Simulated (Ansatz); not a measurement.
The cell is CuI in the zincblende structure; cell and atoms were relaxed with r2SCAN. Space group F-43m (No. 216), cubic; a = 6.024 Å in the conventional setting, 27.33 Å³ an atom. Around Cu lie 4 I at 2.61 Å; around I lie 4 Cu at 2.61 Å.

```cif
data_structure
_symmetry_space_group_name_H-M 'P 1'
_symmetry_Int_Tables_number 1
_cell_length_a 4.2597
_cell_length_b 4.2597
_cell_length_c 4.2597
_cell_angle_alpha 60.000
_cell_angle_beta 60.000
_cell_angle_gamma 60.000
_cell_volume 54.65
loop_
_atom_site_label
_atom_site_type_symbol
_atom_site_fract_x
_atom_site_fract_y
_atom_site_fract_z
_atom_site_occupancy
Cu1 Cu 0.00000 0.00000 0.00000 1
I1 I 0.25000 0.25000 0.25000 1
```

4 runs of the PAW code Ansatz on this cell differ in the functional (and in the settings that go with it). Levels are in eV from each run's valence top; v1 is the last filled band, c1 the first empty one.

Run A, mean stress +1.1 GPa (compression positive):

| point | v5 | v3 | v1 | c1 | c2 | c3 |
| --- | --- | --- | --- | --- | --- | --- |
| Γ | -1.93 | 0.00 | 0.00 | 1.17 | 4.86 | 4.86 |
| X | -1.96 | -1.84 | -1.56 | 2.67 | 2.89 | 9.30 |
| U | -2.06 | -1.78 | -1.30 | 3.07 | 4.65 | 7.59 |
| L | -1.90 | -1.85 | -0.74 | 2.16 | 5.41 | 5.41 |
| W | -1.99 | -1.84 | -1.32 | 4.56 | 4.65 | 6.03 |

Run B, mean stress +1.3 GPa (compression positive):

| point | v5 | v3 | v1 | c1 | c2 | c3 |
| --- | --- | --- | --- | --- | --- | --- |
| Γ | -2.65 | 0.00 | 0.00 | 3.33 | 7.02 | 7.02 |
| X | -2.65 | -2.44 | -2.06 | 4.53 | 4.95 | 11.73 |
| U | -2.77 | -2.46 | -1.68 | 5.07 | 6.83 | 9.83 |
| L | -2.62 | -2.56 | -0.89 | 4.31 | 7.53 | 7.53 |
| W | -2.72 | -2.53 | -1.81 | 6.60 | 6.96 | 8.29 |

Run C, mean stress +1.4 GPa (compression positive):

| point | v5 | v3 | v1 | c1 | c2 | c3 |
| --- | --- | --- | --- | --- | --- | --- |
| Γ | -2.59 | 0.00 | 0.00 | 2.67 | 6.31 | 6.31 |
| X | -2.58 | -2.38 | -2.02 | 3.84 | 4.25 | 10.99 |
| U | -2.71 | -2.40 | -1.64 | 4.38 | 6.11 | 9.10 |
| L | -2.56 | -2.50 | -0.87 | 3.62 | 6.82 | 6.82 |
| W | -2.66 | -2.47 | -1.76 | 5.89 | 6.22 | 7.56 |

Run D, mean stress 0.0 GPa (compression positive):

| point | v5 | v3 | v1 | c1 | c2 | c3 |
| --- | --- | --- | --- | --- | --- | --- |
| Γ | -1.91 | 0.00 | 0.00 | 1.67 | 5.24 | 5.24 |
| X | -1.95 | -1.82 | -1.56 | 2.90 | 3.17 | 9.92 |
| U | -2.05 | -1.77 | -1.30 | 3.36 | 4.97 | 8.03 |
| L | -1.88 | -1.84 | -0.74 | 2.56 | 5.75 | 5.75 |
| W | -1.98 | -1.82 | -1.30 | 4.87 | 4.97 | 6.52 |

Task: Match the runs to PBE, r2SCAN, HSE06, PBE0.

Result: A is PBE, B is PBE0, C is HSE06, D is r2SCAN. In order of the gap: PBE 1.17, r2SCAN 1.67, HSE06 2.67, PBE0 3.33 eV. The stress vanishes for r2SCAN, which relaxed the cell.

The values are computed, spin-unpolarised, and not measurements.

Spin-orbit coupling is left out, which matters wherever the heavy atoms make up the band edges.

The program warns that its thresholds are loose for a hybrid's stress.

The meshes of the hybrids are coarse, so their gaps aren't converged to the digits shown.
